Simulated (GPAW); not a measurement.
# PtSe2 (Sudovikovite) (P-3m1) in GPAW: settings compared

One crystal, PtSe2 (Sudovikovite), is run at these levels: RPBE+TS, BLYP; tasks: ts, phonons.

Everything below comes from runs of GPAW 26.7.0. Logs are shortened: lines on timing, memory, paths and dates and some standing lists are left out, and cuts for length are marked. The log counts tension as positive stress, the text compression.

### Step 1. Starting point

The structure is trigonal, space group P-3m1 (No. 164). The conventional cell has a = 3.724 Å, b = 3.724 Å, c = 5.062 Å, α = 90.00°, β = 90.00°, γ = 120.00°. Pt (site symmetry -3m) has 6 Se at 2.49 Å as nearest neighbours. Around Se (site symmetry 3m) lie 3 Pt at 2.49 Å.

### Step 2. Ts, RPBE+TS

run.py

```python
from ase.calculators.vdwcorrection import vdWTkatchenko09prl
from ase.dft.bandgap import bandgap
from ase.io import read, write
from ase.units import GPa
from gpaw import GPAW, PW
from gpaw.analyse.hirshfeld import HirshfeldPartitioning
from gpaw.analyse.vdwradii import vdWradii
from gpaw.mpi import world

atoms = read('PtSe2.xyz')

calc = GPAW(mode=PW(600),
            xc='RPBE',
            kpts={'size': (3, 3, 2), 'gamma': True},
            occupations={'name': 'fermi-dirac', 'width': 0.05},
            nbands=26,
            convergence={'density': 1e-05, 'energy': 1e-05},
            maxiter=75,
            legacy_gpaw=True,
            txt='gpaw.txt')
atoms.calc = calc
energy = atoms.get_potential_energy()
forces = atoms.get_forces()
stress = atoms.get_stress()
calc.write('gs.gpw')
write('result.traj', atoms)
print(f'Energy: {energy:.6f} eV')
print('Forces (eV/A):')
print(forces.round(4))
print('Stress (GPa):', (stress / GPa).round(3))
print('Fermi level:', round(calc.get_fermi_level(), 4), 'eV')
print(f'Gap: {bandgap(calc)[0]:.4f} eV, direct: {bandgap(calc, direct=True)[0]:.4f} eV')

hirshfeld = HirshfeldPartitioning(calc)
print('Hirshfeld volume ratios:', *hirshfeld.get_effective_volume_ratios().round(4))
atoms.calc = vdWTkatchenko09prl(hirshfeld, vdWradii(atoms.get_chemical_symbols(), 'PBE', world=world), Rmax=15.0, txt='-')
total = atoms.get_potential_energy()
print(f'Energy with TS dispersion: {total:.6f} eV, dispersion {total - energy:.6f} eV')
print('Forces with TS dispersion:', *atoms.get_forces().round(5).ravel())
```

PtSe2.xyz

```xyz
3
Lattice="3.7240000000 0.0000000000 0.0000000000 -1.8620000000 3.2250786037 0.0000000000 0.0000000000 0.0000000000 5.0620000000" Properties=species:S:1:pos:R:3 pbc="T T T"
Pt     0.0000000000      0.0000000000      0.0000000000
Se     1.8620000002      1.0750262011      3.7965000000
Se    -0.0000000002      2.1500524026      1.2655000000
```

Potentials or basis: the program's PAW data sets (release 1.2.1) made for this functional, pw.

The run is started by

```console
OMP_NUM_THREADS=1 python run.py
```

gpaw.txt:

```text
___ ___ ___ _ _ _
 |   |   |_  | | | |
 | | | | | . | | | |
 |__ |  _|___|_____|  26.7.0
 |___|_|

Input parameters:
  convergence: {density: 1e-05,
                energy: 1e-05}
  kpts: {gamma: True,
         size: (3, 3, 2)}
  maxiter: 75
  mode: {ecut: 600.0,
         name: pw}
  nbands: 26
  occupations: {name: fermi-dirac,
                width: 0.05}
  xc: RPBE

System changes: positions, numbers, cell, pbc, initial_charges, initial_magmoms

Initialize ...

species:
  Pt:
    name:    Platinum
    Z:       78.0
    valence: 16
    core:    62
    charge:  0.0  # [|e|]
    compensation charges:
      type: gauss
      rc: 0.41  # [Å]
      lmax: 2
    cutoffs:
      filter: 2.26  # [Å]
      core: 2.26  # [Å]
    projectors
    | kind |    occ | energy [eV] | rcut [Å] |
    |------|--------|-------------|----------|
    |   6s |  1.000 |      -5.516 |    1.307 |
    |   5p |  6.000 |     -55.971 |    1.371 |
    |   6p |  0.000 |      -0.856 |    1.371 |
    |   5d |  9.000 |      -6.087 |    1.307 |
    |    s |        |      21.695 |    1.307 |
    |    d |        |      21.125 |    1.307 |

    Using partial waves for Pt as LCAO basis

  Se:
    name:    Selenium
    Z:       34.0
    valence: 6
    core:    28
    charge:  0.0  # [|e|]
    compensation charges:
      type: gauss
      rc: 0.27  # [Å]
      lmax: 2
    cutoffs:
      filter: 1.77  # [Å]
      core: 2.67  # [Å]
    projectors
    | kind |    occ | energy [eV] | rcut [Å] |
    |------|--------|-------------|----------|
    |   4s |  2.000 |     -17.221 |    0.847 |
    |   4p |  4.000 |      -6.481 |    1.005 |
    |    s |        |       9.991 |    0.847 |
    |    p |        |      20.730 |    1.005 |
    |    d |        |       0.000 |    0.847 |

    Using partial waves for Se as LCAO basis

Reference energy: -632609.518078  # eV

Spin-paired calculation

Convergence criteria:
 Maximum [total energy] change in last 3 cyles: 1e-05 eV / valence electron
 Maximum integral of absolute [dens]ity change: 1e-05 electrons / valence electron
 Maximum integral of absolute [eigenst]ate change: 4e-08 eV^2 / valence electron
 Maximum number of scf [iter]ations: 75
 (Square brackets indicate name in SCF output, whereas a 'c' in
 the SCF output indicates the quantity has converged.)

Symmetries present (total): 12

  ( 1  1  0)  ( 1  1  0)  ( 1  0  0)  ( 1  0  0)  ( 0  1  0)  ( 0  1  0)
  ( 0 -1  0)  (-1  0  0)  ( 0  1  0)  (-1 -1  0)  ( 1  0  0)  (-1 -1  0)
  ( 0  0  1)  ( 0  0 -1)  ( 0  0  1)  ( 0  0 -1)  ( 0  0 -1)  ( 0  0  1)

  ( 0 -1  0)  ( 0 -1  0)  (-1  0  0)  (-1  0  0)  (-1 -1  0)  (-1 -1  0)
  ( 1  1  0)  (-1  0  0)  ( 1  1  0)  ( 0 -1  0)  ( 1  0  0)  ( 0  1  0)
  ( 0  0 -1)  ( 0  0  1)  ( 0  0  1)  ( 0  0 -1)  ( 0  0  1)  ( 0  0 -1)

18 k-points: 3 x 3 x 2 Monkhorst-Pack grid + [0.000000,0.000000,1/4]
6 k-points in the irreducible part of the Brillouin zone
       k-points in crystal coordinates                weights
   0:     0.00000000    0.00000000    0.00000000          1/18
   1:     0.00000000    0.00000000    0.50000000          1/18
   2:     0.33333333    0.00000000    0.00000000          6/18
   3:     0.33333333    0.00000000    0.50000000          6/18
   4:     0.33333333    0.33333333    0.00000000          2/18
   5:     0.33333333    0.33333333    0.50000000          2/18

Wave functions: Plane wave expansion
  Cutoff energy: 600.000 eV
  Number of coefficients (min, max): 2012, 2043
  Pulay-stress correction: 0.000000 eV/Ang^3 (de/decut=0.000000)
  Using FFTW library
  ScaLapack parameters: grid=1x1, blocksize=None
  Wavefunction extrapolation:
    Improved wavefunction reuse through dual PAW basis

Occupation numbers: Fermi-Dirac:
  width: 0.0500  # eV

Eigensolver
   Davidson(niter=2)

Densities:
  Coarse grid: 24*24*30 grid
  Fine grid: 48*48*60 grid
  Total Charge: 0.000000

Density mixing:
  Method: separate
  Backend: msr1
  Linear mixing parameter: 0.05
  old densities: 10
  Width of damping distribution: 1.1
  Damping of long wavelength oscillations: 20

Hamiltonian:
  XC and Coulomb potentials evaluated on a 48*48*60 grid
  Using the RPBE Exchange-Correlation functional
  External potential:
    NoExternalPotential

XC parameters: RPBE with 2 nearest neighbor stencil

Number of atoms: 3
Number of atomic orbitals: 20
Number of bands in calculation: 26
Number of valence electrons: 28
Bands to converge: occupied

... initialized

Initializing position-dependent things.

Density initialized from atomic densities
Creating initial wave functions:
  20 bands from LCAO basis set
  6 bands from random numbers

            Se

        Se

       Pt

Atomic positions and initial magnetic moments

Positions:
   0 Pt     0.000000    0.000000    0.000000    ( 0.0000,  0.0000,  0.0000)
   1 Se     1.862000    1.075026    3.796500    ( 0.0000,  0.0000,  0.0000)
   2 Se    -0.000000    2.150052    1.265500    ( 0.0000,  0.0000,  0.0000)

Unit cell:
           periodic     x           y           z      points  spacing
  1. axis:    yes    3.724000    0.000000    0.000000    24     0.1344
  2. axis:    yes   -1.862000    3.225079    0.000000    24     0.1344
  3. axis:    yes    0.000000    0.000000    5.062000    30     0.1687

  Lengths:   3.724000   3.724000   5.062000
  Angles:   90.000000  90.000000 120.000000

Effective grid spacing dv^(1/3) = 0.1521

iter:   1   -13.921424
iter:   2   -13.614084   -1.94  -1.30
iter:   3   -13.128867   -1.78  -1.35
iter:   4   -13.121093   -3.01  -1.71
iter:   5   -13.115053   -3.02  -1.97
iter:   6   -13.113751   -4.35  -2.67
iter:   7   -13.113900   -4.49  -3.05
iter:   8   -13.113896c  -5.51  -3.53
iter:   9   -13.113895c  -6.25  -3.95
iter:  10   -13.113895c  -7.23  -4.30
iter:  11   -13.113895c  -7.42c -4.79
iter:  12   -13.113895c  -9.13c -5.18c

Converged after 12 iterations.

Dipole moment: (0.000000, -0.000000, -0.000000) |e|*Ang

Energy contributions relative to reference atoms: (reference = -632609.518078)

Kinetic:        +12.826733
Potential:      -13.590639
External:        +0.000000
XC:             -11.832940
Entropy (-ST):   -0.012514
Local:           -0.510791
SIC:             +0.000000
--------------------------
Free energy:    -13.120152
Extrapolated:   -13.113895

Showing only first 2 kpts
 Kpt  Band  Eigenvalues  Occupancy
  0    12      7.41049    2.00000
  0    13      8.84618    0.00084
  0    14      9.91909    0.00000
  0    15      9.91909    0.00000

  1    12      6.97118    2.00000
  1    13      6.97118    2.00000
  1    14     10.76494    0.00000
  1    15     10.76494    0.00000

Fermi level: 8.45740

No gap
No difference between direct/indirect transitions

Forces in eV/Ang:
  0 Pt    0.00000   -0.00000    0.00000
  1 Se    0.00000    0.00000   -0.58325
  2 Se    0.00000   -0.00000    0.58325

Stress tensor:
    -0.064705     0.000000     0.000000
     0.000000    -0.064705     0.000000
     0.000000     0.000000    -0.054480
Writing to gs.gpw (mode='')
```

stdout:

```text
Energy: -13.113895 eV
Forces (eV/A):
[[ 0.     -0.      0.    ]
 [ 0.      0.     -0.5832]
 [ 0.     -0.      0.5832]]
Stress (GPa): [-10.367 -10.367  -8.729   0.      0.      0.   ]
Fermi level: 8.4574 eV
Gap: 0.0000 eV, direct: 0.0000 eV
Hirshfeld volume ratios: 1.0052 0.991 0.991

vdWTkatchenko09prl
vdW correction: -3.5821073723270374
Energy:         -16.696002321484446

Forces in eV/Ang:
  0 Pt   -0.00000   -0.00000   -0.00000
  1 Se   -0.00000    0.00000   -1.47399
  2 Se    0.00000   -0.00000    1.47399
Energy with TS dispersion: -16.696002 eV, dispersion -3.582107 eV
Forces with TS dispersion: -0.0 -0.0 -0.0 -0.0 0.0 -1.47399 0.0 -0.0 1.47399
```

It took 11 s on 1 thread of Intel Xeon Platinum 8375C at 2.90GHz (Ice Lake), shared host; peak memory 0.29 GiB.

These settings aren't checked as converged: the numbers below hold their error.

What came out:

```
Free energy                : -16.7023 eV
Largest force              : 1.474 eV/Å
Band gap on the k mesh     : none (metal or under the smearing width)
Dispersion energy per atom : -1.194 eV
```

Caveat: the k mesh is coarse (spacing up to 0.65 Å⁻¹), so the values aren't converged; pairwise dispersion overbinds metals, which lowers pressure and volume; forces of over 1 eV/Å show positions far from the minimum, so gaps and moduli don't describe the material at rest.

(Continued in part 2 of 2.)
